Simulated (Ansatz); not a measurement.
Starting structure, (001) slab as cut from the bulk (Ti, P6/mmm (No. 191), (0 0 1) face):

```xyz
12
Lattice="4.5153 0.0000 0.0000 -2.2576 3.9104 0.0000 0.0000 0.0000 24.7958" Properties=species:S:1:pos:R:3 pbc="T T T"
Ti    0.0000    2.6069    7.5000
Ti    2.2576    1.3035    7.5000
Ti    0.0000    0.0000    8.8994
Ti    0.0000    2.6069   10.2988
Ti    2.2576    1.3035   10.2988
Ti    0.0000    0.0000   11.6982
Ti    0.0000    2.6069   13.0976
Ti    2.2576    1.3035   13.0976
Ti    0.0000    0.0000   14.4970
Ti    0.0000    2.6069   15.8964
Ti    2.2576    1.3035   15.8964
Ti    0.0000    0.0000   17.2958
```

All numbers below come from DFT PBEsol, scalar-relativistic, plane waves, PAW in Ansatz 0.2.0. Plane waves to 420 eV, a k mesh through Γ of 9×9×1 on the computed 12-atom cell and Gaussian smearing (0.10 eV); no spin polarisation. A dipole correction removes the field between periodic images along c.

All atoms are free. The cell is fixed. Force threshold 0.02 eV/Å.

| step | E − E_final (eV) | largest force (eV/Å) |
| --- | --- | --- |
| 1 | 0.253 | 1.142 |
| 2 | 0.129 | 1.007 |
| 3 | 0.002 | 0.087 |
| 4 | 0.000 | 0.029 |
| 5 | 0.000 | 0.004 |

(1) What is the final structure?

Results:

(1)
```
CELL_PARAMETERS angstrom
4.51529 0.00000 0.00000
-2.25765 3.91036 0.00000
0.00000 0.00000 24.79578
ATOMIC_POSITIONS crystal
Ti 0.33333 0.66667 0.30868
Ti 0.66667 0.33333 0.30868
Ti 0.00000 0.00000 0.35642
Ti 0.33333 0.66667 0.41598
Ti 0.66667 0.33333 0.41598
Ti 0.00000 0.00000 0.47120
Ti 0.33333 0.66667 0.52718
Ti 0.66667 0.33333 0.52718
Ti 0.00000 0.00000 0.58491
Ti 0.33333 0.66667 0.63989
Ti 0.66667 0.33333 0.63989
Ti 0.00000 0.00000 0.69112
```

The reference crystal is a form of Ti, which isn't its usual structure.

Cost: 1 run of about 1.7 core-minutes, on AMD EPYC 9R45 (Zen 5) (shared hosts).